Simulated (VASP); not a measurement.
Here is a VASP 6.6.1 calculation.

Contents of POSCAR:

```
Sb                                      
1.0
    4.0629786455      0.0000000000      0.0000000000
   -2.0314893227      3.5186427245      0.0000000000
    0.0000000000      0.0000000000     17.6500000000
  Sb            
     2
Direct
     0.3333330000000032    0.6666669999999968    0.4529342185195238
     0.6666669999999968    0.3333330000000032    0.5470657814804762
```

The input INCAR.step1:

```
SYSTEM = Sb
  PREC = Accurate
  ENCUT = 520
  EDIFF = 1E-5
  ISMEAR = 0
  SIGMA = 0.03
  LREAL = .False.
  LASPH = .True.
  NELM = 80
  ALGO = Normal
  ISIF = 2
  LWAVE = .True.
  LDIPOL = .True.
  IDIPOL = 3
  DIPOL = 0.5 0.5 0.500
  GGA = PE
  KPAR = 4
```

The input INCAR.step2:

```
SYSTEM = Sb
  PREC = Accurate
  ENCUT = 520
  EDIFF = 1E-6
  ISMEAR = 0
  SIGMA = 0.03
  LREAL = .False.
  LASPH = .True.
  NELM = 80
  ALGO = Normal
  ISIF = 2
  LWAVE = .False.
  LCHARG = .True.
  LDIPOL = .True.
  IDIPOL = 3
  DIPOL = 0.5 0.5 0.500
  GGA = PE
  LHFCALC = .True.
  AEXX = 0.25
  PRECFOCK = Fast
  LVHAR = .True.
  LVACPOTAV = .True.
  ISTART = 1
  KPAR = 4
```

The input KPOINTS:

```
Automatic mesh
0
Gamma
  6 6 1
  0 0 0
```

Potentials or basis: VASP PAW PBE potentials, release 64 (Sb).

Launch:

```console
$ cat potpaw_PBE.64/Sb/POTCAR > POTCAR
$ cp INCAR.step1 INCAR
$ mpirun -np 4 vasp_std > vasp.out
$ cp INCAR.step2 INCAR
$ mpirun -np 4 vasp_std > vasp.out
```

Problem. Predict the ionisation potential of the upper face.

Solution. 5.41 eV.

Problem. Predict the largest force.

Solution. 0.615 eV/Å.

Problem. Estimate the band gap on the k mesh.

Solution. 2.31 eV, indirect (least direct gap 2.94 eV).

Forces in eV/Å, atoms in the order of the input:
```
Sb   0.000  0.000  0.615
Sb   0.000  0.000 -0.615
```

Caveat: the PAW data sets were made with another functional, which shifts forces and pressure a little; spin-orbit coupling is left out, which moves the levels of the heavy elements.
